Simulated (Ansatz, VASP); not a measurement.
Ta: VASP beside Ansatz

INCAR

```
SYSTEM = Ta
PREC = Accurate
ENCUT = 600
EDIFF = 1E-6
ISMEAR = 0
SIGMA = 0.1
LREAL = .FALSE.
LASPH = .TRUE.
NELM = 60
ALGO = Normal
ISIF = 3
LWAVE = .FALSE.
LCHARG = .FALSE.
IBRION = 2
NSW = 100
EDIFFG = -0.002
```

File KPOINTS:

```
Automatic mesh
0
G
  16 16 16
  0 0 0
```

Contents of POSCAR:

```
Ta
1.0
   -1.6234893960      1.6234893960      1.6234893960
    1.6234893960     -1.6234893960      1.6234893960
    1.6234893960      1.6234893960     -1.6234893960
Ta
1
Direct
    0.0000000000      0.0000000000      0.0000000000
```

Input for Ansatz:

```yaml
crystal:
  lattice:
    - [-1.623489396, 1.623489396, 1.623489396]
    - [1.623489396, -1.623489396, 1.623489396]
    - [1.623489396, 1.623489396, -1.623489396]
  atoms:
    - { symbol: Ta, position: [0.0, 0.0, 0.0] }
basis:
  ecutwfc: 420
kpoints:
  mp_grid: { grid: [16, 16, 16] }
hamiltonian:
  xc: lda
  pseudopotentials: { kind: paw, azcp: { folder: soft_1 } }
scf:
  occupations: { method: gaussian, width: 0.1 }
output:
  forces: true
  stress: true
  eigenvalues: true
relax:
  adjacent_minimum: "off"
  f_tol: 0.002
  max_steps: 80
  cell: { stress_tol: 0.02 }
```

Alike in both runs: task relaxation of cell and atoms; functional LDA; k mesh 16 × 16 × 16; occupations gaussian, width 0.1 eV; no spin polarisation.

|  | VASP | Ansatz |
| --- | --- | --- |
| version | VASP 6.6.1 | Ansatz 0.2.0 |
| potentials or method | VASP PAW LDA potentials, release 64 (Ta_pv) | scalar-relativistic, plane waves, PAW |
| plane-wave cutoff (eV) | 600 | 420 |
| valence electrons in the cell | 11 | 13 |

Ansatz gave:

- gap on the k mesh at the Fermi level, each at its own relaxed structure (eV): none
- relaxed volume (Å³/atom): 17.21
- relaxed cell length with the largest relative difference (Å): 2.817

Task: What did VASP give for the same quantities?

Result: gap on the k mesh at the Fermi level, each at its own relaxed structure (eV): none; relaxed volume (Å³/atom): 17.28; relaxed cell length with the largest relative difference (Å): 2.821.

A gap of «none» marks a metal or a gap that the smearing closes. The two sets of potentials don't hold the same shells in valence. Ansatz warned: «pseudo_functional_mismatch».

Spin-orbit coupling is left out, which matters for the levels of Ta.
